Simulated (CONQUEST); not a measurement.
# Si2Mo (I4/mmm) in CONQUEST: reference runs

Reference runs on Si2Mo: the cell as given and a disturbed copy.

Program: CONQUEST 1.3. These are calculated values, not measurements. Logs are shortened: lines on timing, memory, paths and dates and some standing lists are left out, and cuts for length are marked.

### 1 The crystal as given

Symmetry: I4/mmm, No. 139, tetragonal system. Conventional cell: a = 3.200 Å, b = 3.200 Å, c = 7.861 Å, α = 90.00°, β = 90.00°, γ = 90.00°. Mo (site symmetry 4/mmm) is surrounded by 10 Si at 2.62 Å. Around Si (site symmetry 4mm) lie 5 Si at 2.61 to 2.63 Å and 5 Mo at 2.62 Å.

### 2 Single point, PBE

Input file Conquest_input:

```
IO.Title Si2Mo
IO.Coordinates coords.dat
IO.FractionalAtomicCoords T
IO.Iprint 2
IO.Iprint_init 1
General.NumberOfSpecies 2
General.PseudopotentialType hamann
AtomMove.TypeOfRun static
AtomMove.FullStress T
Grid.GridCutoff 120
DM.SolutionMethod diagon
Diag.MPMesh T
Diag.GammaCentred T
Diag.MPMeshX 8
Diag.MPMeshY 8
Diag.MPMeshZ 4
Diag.kT 0.00183747
minE.SCTolerance 1e-6
SC.MaxIters 100
IO.AtomChargeOutput T
IO.DumpChargeDensity T
IO.DumpTotPot T
%block ChemicalSpeciesLabel
1 95.940 Mo
2 28.090 Si
%endblock
```

Input file coords.dat:

```
    6.0471235988     0.0000000000     0.0000000000
    0.0000000000     6.0471235988     0.0000000000
    0.0000000000     0.0000000000    14.8551370657
6
  0.0000000000   0.0000000000   0.0000000000 1 T T T
  0.5000000000   0.5000000000   0.5000000000 1 T T T
  0.0000000000   0.0000000000   0.6670000000 2 T T T
  0.5000000000   0.5000000000   0.1670000000 2 T T T
  0.0000000000   0.0000000000   0.3330000000 2 T T T
  0.5000000000   0.5000000000   0.8330000000 2 T T T
```

Potentials or basis: PseudoDojo NC PBE, DZP, grid cutoff 120 Ha.

Command:

```console
> Conquest
```

Log:

```text
Simulation cell dimensions:     6.0471 a0 x     6.0471 a0 x    14.8551 a0

      Atomic coordinates (a0)
         Atom         X         Y         Z  Species
            1    0.0000    0.0000    0.0000        1
            2    3.0236    3.0236    7.4276        1
            3    0.0000    0.0000    9.9084        2
            4    3.0236    3.0236    2.4808        2
            5    0.0000    0.0000    4.9468        2
            6    3.0236    3.0236   12.3743        2

         Monkhorst-Pack mesh:   8 x   8 x   4 gamma-centred
        This calculation includes non-local pseudopotentials,
         with a maximum core radius of      7.91802317

    Job title: Si2Mo
    Job to be run: static calculation

[... 5 lines left out ...]
      Using Fermi-Dirac smearing

    Integration grid size:     32 x   32 x   80

    Integration grid spacing:  0.189 a0 x 0.189 a0 x 0.186 a0

    Number of species:  2
    --------------------------------------------------------
    |   #  mass (au)  Charge (e)  SF Rad (a0)  NSF  Label  |
    --------------------------------------------------------
    |   1     95.940      14.000        8.126   19  Mo     |
    |   2     28.090       4.000        7.370   13  Si     |
    --------------------------------------------------------
          SCF tolerance:                 0.00000100
          SCF iterations:               100

    The functional used will be GGA PBE96

           radial cut-off to be used is taken to be max PAO cut-off radius for this species:    7.918023

           greatest ang. mom. for making density from PAOs:  2

           radial cut-off to be used is taken to be max PAO cut-off radius for this species:    7.120431

           greatest ang. mom. for making density from PAOs:  2
    Minimum blocs/proc is     1280. Maximum blocs/proc is     1280
    set_atom_dens: In set_atomic_density, electrons :      44.000000000000
 matrix_size & matrix_size_padH =           90          90

    Screened ion int: energy:    -121.586652985137 Ha

    new_SC_potl: Starting.  Tolerance:  0.10000E-05

    PulayMixSC: Starting Pulay mixing, A_up =  0.500 A_dn =  0.500
    PulayMixSC: Spin non-polarised calculation.
          Harris-Foulkes Energy            :      -157.604209629587700 Ha
          GroundState Energy (E-(1/2)TS)   :      -157.604385171382063 Ha
          Free Energy (E-TS)               :      -157.604560713176426 Ha
          DFT Total Energy                 :      -157.369836480823551 Ha
          Total number of electrons        :        44.000000000001457
    PulayMixSC: Pulay iteration     1 residual:              0.45247E-02
          Harris-Foulkes Energy            :      -157.609735051145122 Ha
          GroundState Energy (E-(1/2)TS)   :      -157.609767454281894 Ha
          Free Energy (E-TS)               :      -157.609799857418665 Ha
          DFT Total Energy                 :      -157.285634379004193 Ha
          Total number of electrons        :        44.000019675658699
    PulayMixSC: Pulay iteration     2 residual:              0.41922E-02
          Harris-Foulkes Energy            :      -157.542269553271950 Ha
          GroundState Energy (E-(1/2)TS)   :      -157.542323866223711 Ha
          Free Energy (E-TS)               :      -157.542378179175444 Ha
          DFT Total Energy                 :      -157.528371075907387 Ha
          Total number of electrons        :        44.000026622013813
    PulayMixSC: Pulay iteration     3 residual:              0.12330E-02
          Harris-Foulkes Energy            :      -157.538463372172032 Ha
          GroundState Energy (E-(1/2)TS)   :      -157.538520051729478 Ha
          Free Energy (E-TS)               :      -157.538576731286952 Ha
          DFT Total Energy                 :      -157.537790960805154 Ha
          Total number of electrons        :        44.000040823544353
    PulayMixSC: Pulay iteration     4 residual:              0.22033E-03
          Harris-Foulkes Energy            :      -157.538309509976671 Ha
          GroundState Energy (E-(1/2)TS)   :      -157.538365769565956 Ha
          Free Energy (E-TS)               :      -157.538422029155242 Ha
          DFT Total Energy                 :      -157.538306998306837 Ha
          Total number of electrons        :        44.000041795741211
    PulayMixSC: Pulay iteration     5 residual:              0.30024E-04
          Harris-Foulkes Energy            :      -157.538307918515699 Ha
          GroundState Energy (E-(1/2)TS)   :      -157.538364095517835 Ha
          Free Energy (E-TS)               :      -157.538420272520000 Ha
          DFT Total Energy                 :      -157.538307892638159 Ha
          Total number of electrons        :        44.000041626248596
    PulayMixSC: Pulay iteration     6 residual:              0.21859E-05
          Harris-Foulkes Energy            :      -157.538308116629111 Ha
          GroundState Energy (E-(1/2)TS)   :      -157.538364295809174 Ha
          Free Energy (E-TS)               :      -157.538420474989266 Ha
          DFT Total Energy                 :      -157.538308115818950 Ha
          Total number of electrons        :        44.000042105800311
    PulayMixSC: Pulay iteration     7 residual:              0.70614E-06
    PulayMixSC: Reached SCF tolerance of  0.70614E-06 after      7 iterations
      | Number of electrons      =        44.000042
      |* band energy as 2Tr[K.H] =       -38.774532289624908 Ha
      |  screened ion-ion energy =      -121.586652985137391 Ha
      |  Ha correction           =         1.632209522839796 Ha
      |  XC correction           =         1.190675498899130 Ha
      | GS Energy as E-(1/2)TS   =      -157.538364295809174 Ha
      | Free Energy as E-TS      =      -157.538420474989266 Ha
      |* Harris-Foulkes energy   =      -157.538308116629111 Ha
      |* DFT total energy        =      -157.538308115818950 Ha
      |  estimated accuracy      =        -0.000000000810161 Ha

    force: Forces on atoms (Ha/a0)
    force:  Atom   X              Y              Z
    force:     1   0.0000000000  -0.0000000000   0.0000000000
    force:     2  -0.0000000000  -0.0000000000  -0.0000000000
    force:     3   0.0000000000  -0.0000000000  -0.0062086527
    force:     4  -0.0000000000  -0.0000000000  -0.0062086526
    force:     5   0.0000000000  -0.0000000000   0.0062086527
    force:     6  -0.0000000000  -0.0000000000   0.0062086526

    force: Maximum force :        0.00620865(Ha/a0) on atom         3 in z direction
    force: Force Residual:        0.00506934 Ha/a0
    force: Total stress:         -5.21454492     0.00000000     0.00000000 GPa
                             0.00000000    -5.21454492     0.00000000
                             0.00000000     0.00000000    -3.75478843
    force: Average pressure:      4.72795942 GPa

    force: Finished force
    get_E_and_F: Change in energy during last step of electronic optimisation: -0.19811E-06

    BIBLIOGRAPHY: Please consider citing the following references in the conquest.bib file

    CONQUEST:         Bowler2002pt, Miyazaki2004, Nakata2020
    Basis:            Bowler2019
    DM:               Bowler:2006xr
    Pseudopotentials: Hamann2013, Bowler2019
    XC functional:    Perdew1996
```

Wall time 2.2 min (1 thread of Intel Xeon 6975P-C (Granite Rapids), shared host); peak memory 1.1 GiB.

Results:

```yaml
Free_energy: -4286.8388 eV
Pressure: 4.7 GPa
Largest_force: 0.319 eV/Å
Band_gap_on_the_k_mesh: none (metal or under the smearing width)
Mulliken_charges: Mo +0.77; Si -0.38 e
```

Forces in eV/Å, atoms in the order of the input:
```
Mo   0.000  0.000  0.000
Mo   0.000  0.000  0.000
Si   0.000  0.000 -0.319
Si   0.000  0.000 -0.319
Si   0.000  0.000  0.319
Si   0.000  0.000  0.319
```

Stress tensor (GPa, compression positive):
```
5.21 0.00 0.00
0.00 5.21 0.00
0.00 0.00 3.75
```

Levels at points of the mesh, in eV from the Fermi level:
```csv
k point,band 18,band 19,band 20,band 21,band 22,band 23,band 24,band 25,band 26,band 27
"(0.00, 0.00, 0.00)",-2.18,-0.46,-0.46,-0.34,-0.34,0.54,0.68,3.32,3.36,3.96
"(0.00, 0.00, 0.50)",-1.98,-1.98,-1.98,0.61,0.61,1.89,1.89,1.89,1.89,2.26
"(0.00, 0.50, 0.00)",-2.34,-2.34,-2.34,-0.61,-0.61,2.01,2.01,3.53,3.53,4.00
"(0.00, 0.50, 0.50)",-2.52,-2.40,-2.40,-0.41,-0.41,2.38,2.38,3.30,3.30,4.24
"(0.50, 0.00, 0.00)",-2.34,-2.34,-2.34,-0.61,-0.61,2.01,2.01,3.53,3.53,4.00
"(0.50, 0.00, 0.50)",-2.52,-2.40,-2.40,-0.41,-0.41,2.38,2.38,3.30,3.30,4.24
"(0.50, 0.50, 0.00)",-4.37,-2.97,-2.97,-1.03,-1.03,2.43,2.43,2.84,2.84,3.24
"(0.50, 0.50, 0.50)",-2.67,-1.95,-1.95,-1.95,-1.95,0.40,0.40,2.43,2.43,4.22
```

Caveat: Mulliken charges move with the basis; the box holds several primitive cells, so bands are folded and the points are those of the box's own zone; the basis of atomic orbitals isn't converged, which shifts pressures, moduli and gaps.

### 3 Single point, PBE (atoms moved at random, drawn with an rms of 0.05 Å)

Conquest_input: that of step 2 with these lines changed.

```diff
@@ -20,4 +20,2 @@
 IO.AtomChargeOutput T
-IO.DumpChargeDensity T
-IO.DumpTotPot T
 %block ChemicalSpeciesLabel
```

Input file coords.dat:

```
    6.0471235988     0.0000000000     0.0000000000
    0.0000000000     6.0471235988     0.0000000000
    0.0000000000     0.0000000000    14.8551370657
6
  0.4954210000   0.5112200000   0.5064420000 1 T T T
  0.9954210000   0.0112200000   0.0064420000 1 T T T
  0.0207405000   0.0042635000   0.6735755000 2 T T T
  0.5207405000   0.5042635000   0.1735755000 2 T T T
  0.0126565000   0.9988445000   0.3331545000 2 T T T
  0.5126565000   0.4988445000   0.8331545000 2 T T T
```

Potentials or basis: PseudoDojo NC PBE, DZP, grid cutoff 120 Ha.

Command:

```console
> Conquest
```

Run time: 2.3 min. Hardware: 1 thread of Intel Xeon 6975P-C (Granite Rapids), shared host; peak memory 1.1 GiB.

It converged, with:

| Property | Result |
| --- | --- |
| Free energy | -4286.7194 eV |
| Pressure | 5.1 GPa |
| Largest force | 0.986 eV/Å |
| Band gap on the k mesh | none (metal or under the smearing width) |
| Mulliken charges | Mo +0.76; Si -0.40, -0.36 e |

Forces on the atoms (eV/Å):
```
Mo   0.596 -0.260 -0.348
Mo   0.596 -0.260 -0.348
Si  -0.473  0.041 -0.606
Si  -0.473  0.041 -0.606
Si  -0.124  0.224  0.952
Si  -0.124  0.224  0.952
```

Stress tensor (GPa, compression positive):
```
 5.62 -0.27 -0.23
-0.27  5.75  0.09
-0.23  0.09  3.98
```

Levels at points of the mesh, in eV from the Fermi level:
| k point | band 18 | band 19 | band 20 | band 21 | band 22 | band 23 | band 24 | band 25 | band 26 | band 27 |
| --- | --- | --- | --- | --- | --- | --- | --- | --- | --- | --- |
| (0.00, 0.00, 0.00) | -2.42 | -0.61 | -0.57 | -0.45 | -0.42 | 0.52 | 0.70 | 3.05 | 3.12 | 4.00 |
| (0.00, 0.00, 0.50) | -2.12 | -2.06 | -2.06 | 0.58 | 0.58 | 1.73 | 1.73 | 1.85 | 1.85 | 2.29 |
| (0.00, 0.50, 0.00) | -2.47 | -2.27 | -2.27 | -0.72 | -0.72 | 1.92 | 1.92 | 3.47 | 3.47 | 3.80 |
| (0.00, 0.50, 0.50) | -2.63 | -2.36 | -2.33 | -0.51 | -0.51 | 2.32 | 2.32 | 3.03 | 3.17 | 4.14 |
| (0.50, 0.00, 0.00) | -2.45 | -2.29 | -2.29 | -0.74 | -0.74 | 1.92 | 1.92 | 3.51 | 3.51 | 3.91 |
| (0.50, 0.00, 0.50) | -2.63 | -2.39 | -2.34 | -0.53 | -0.51 | 2.33 | 2.33 | 3.01 | 3.19 | 4.13 |
| (0.50, 0.50, 0.00) | -4.52 | -3.02 | -3.01 | -0.97 | -0.96 | 2.38 | 2.38 | 2.74 | 2.76 | 2.95 |
| (0.50, 0.50, 0.50) | -2.82 | -1.96 | -1.96 | -1.95 | -1.95 | 0.25 | 0.25 | 2.38 | 2.38 | 4.07 |

Caveat: Mulliken charges move with the basis; the box holds several primitive cells, so bands are folded and the points are those of the box's own zone; the basis of atomic orbitals isn't converged, which shifts pressures, moduli and gaps.
